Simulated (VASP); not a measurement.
All values below come from PBEsol GGA, VASP's PBE PAW potentials (set 64) (plane waves; VASP 6.6.1).

A VASP calculation is set up with these files.

POSCAR:
```
ZrO2
5.2349630
  0.0000000000   0.9808909666   0.0035323614
  0.9950061436   0.0000000000   0.0000000000
  0.0000000000  -0.1660252917  -0.9999999885
Zr O
4 8
Direct
  0.7229003699   0.9568120357   0.7904816995
  0.2770996301   0.4568120357   0.7095183005
  0.2770996301   0.0431879643   0.2095183005
  0.7229003699   0.5431879643   0.2904816995
  0.9316447612   0.6669604399   0.6557739704
  0.0683552388   0.1669604399   0.8442260296
  0.0683552388   0.3330395601   0.3442260296
  0.9316447612   0.8330395601   0.1557739704
  0.5509757931   0.2427156288   0.5208430108
  0.4490242069   0.7427156288   0.9791569892
  0.4490242069   0.7572843712   0.4791569892
  0.5509757931   0.2572843712   0.0208430108
```

INCAR:
```
SYSTEM = ZrO2
PREC = Accurate
ENCUT = 520
EDIFF = 1E-7
NELM = 100
ALGO = Normal
LREAL = .FALSE.
LASPH = .TRUE.
ISMEAR = 0
SIGMA = 0.05
GGA = PS
LMAXMIX = 4
LWAVE = .FALSE.
LCHARG = .FALSE.
LORBIT = 11
ICHARG = 11
```

File KPOINTS:
```
k-points along high-symmetry lines
9
Line-mode
Reciprocal
  0.000000   0.000000   0.000000 ! GAMMA
  0.000000   0.500000   0.000000 ! Z

  0.000000   0.500000   0.000000 ! Z
  0.000000   0.500000   0.500000 ! D

  0.000000   0.500000   0.500000 ! D
  0.000000   0.000000   0.500000 ! B

  0.000000   0.000000   0.500000 ! B
  0.000000   0.000000   0.000000 ! GAMMA

  0.000000   0.000000   0.000000 ! GAMMA
 -0.500000   0.000000   0.500000 ! A

 -0.500000   0.000000   0.500000 ! A
 -0.500000   0.500000   0.500000 ! E

 -0.500000   0.500000   0.500000 ! E
  0.000000   0.500000   0.000000 ! Z

  0.000000   0.500000   0.000000 ! Z
 -0.500000   0.500000   0.000000 ! C_2

 -0.500000   0.500000   0.000000 ! C_2
 -0.500000   0.000000   0.000000 ! Y_2

 -0.500000   0.000000   0.000000 ! Y_2
  0.000000   0.000000   0.000000 ! GAMMA
```

POTCAR, in this order: Zr_sv O (PBE.64 set). Program: vasp_std. Read from the step before: CHGCAR.

Output

File OSZICAR:
```
       N       E                     dE             d eps       ncg     rms          rms(c)
DAV:   1     0.936385801347E+03    0.93639E+03   -0.54436E+04 10268   0.172E+03
DAV:   2    -0.210433981004E+02   -0.95743E+03   -0.92045E+03 11732   0.476E+02
DAV:   3    -0.113458753028E+03   -0.92415E+02   -0.91374E+02 15144   0.124E+02
DAV:   4    -0.119696830322E+03   -0.62381E+01   -0.62305E+01 15944   0.273E+01
DAV:   5    -0.119971012736E+03   -0.27418E+00   -0.27414E+00 14240   0.504E+00
DAV:   6    -0.119976427848E+03   -0.54151E-02   -0.54148E-02 15320   0.767E-01
DAV:   7    -0.119976660928E+03   -0.23308E-03   -0.23307E-03 14456   0.133E-01
DAV:   8    -0.119976665325E+03   -0.43969E-05   -0.43969E-05 14048   0.208E-02
DAV:   9    -0.119976665480E+03   -0.15513E-06   -0.15501E-06 12664   0.355E-03
DAV:  10    -0.119976665484E+03   -0.41600E-08   -0.39369E-08  7776   0.694E-04
   1 F= -.11997667E+03 E0= -.11997667E+03  d E =-.133604E-10
```

OUTCAR:
```
 val. band max:        5.8198639705   @ k =   0.0000   0.0000   0.0000

 cond. band min:       9.3992060183   @ k =  -0.5000   0.0000   0.0000



 k-point     1 :       0.0000    0.0000    0.0000
  band No.  band energies     occupation
      1     -41.5408      2.00000
      2     -41.4737      2.00000
      3     -41.4663      2.00000
      4     -41.4647      2.00000
      5     -20.2715      2.00000
      6     -20.2099      2.00000
      7     -20.2081      2.00000
      8     -19.8473      2.00000
      9     -19.7492      2.00000
     10     -19.6980      2.00000
     11     -19.6308      2.00000
     12     -19.5975      2.00000
     13     -19.5577      2.00000
     14     -19.5265      2.00000
     15     -19.4792      2.00000
     16     -19.3984      2.00000
     17     -11.7502      2.00000
     18     -10.7394      2.00000
     19     -10.5717      2.00000
     20     -10.4814      2.00000
     21      -9.9188      2.00000
     22      -9.8036      2.00000
     23      -9.5977      2.00000
     24      -9.4747      2.00000
     25       0.6860      2.00000
     26       0.7027      2.00000
     27       1.1965      2.00000
     28       1.3258      2.00000
     29       1.3424      2.00000
     30       1.7001      2.00000
     31       2.5463      2.00000
     32       2.7102      2.00000
     33       2.9766      2.00000
     34       3.1442      2.00000
     35       3.2567      2.00000
     36       3.2961      2.00000
     37       3.9144      2.00000
     38       3.9710      2.00000
     39       3.9890      2.00000
     40       4.0245      2.00000
     41       4.1956      2.00000
     42       4.6404      2.00000
     43       4.6850      2.00000
     44       4.9750      2.00000
     45       5.1842      2.00000
     46       5.2849      2.00000
     47       5.6283      2.00000
     48       5.8199      2.00000
     49       9.8057      0.00000
     50      10.1653      0.00000
     51      10.4698      0.00000
     52      10.7524      0.00000
...
```

The density is held fixed in this step, so its total energy and stress have no physical meaning.

The compound is ZrO2 in the monoclinic structure. It was relaxed first.
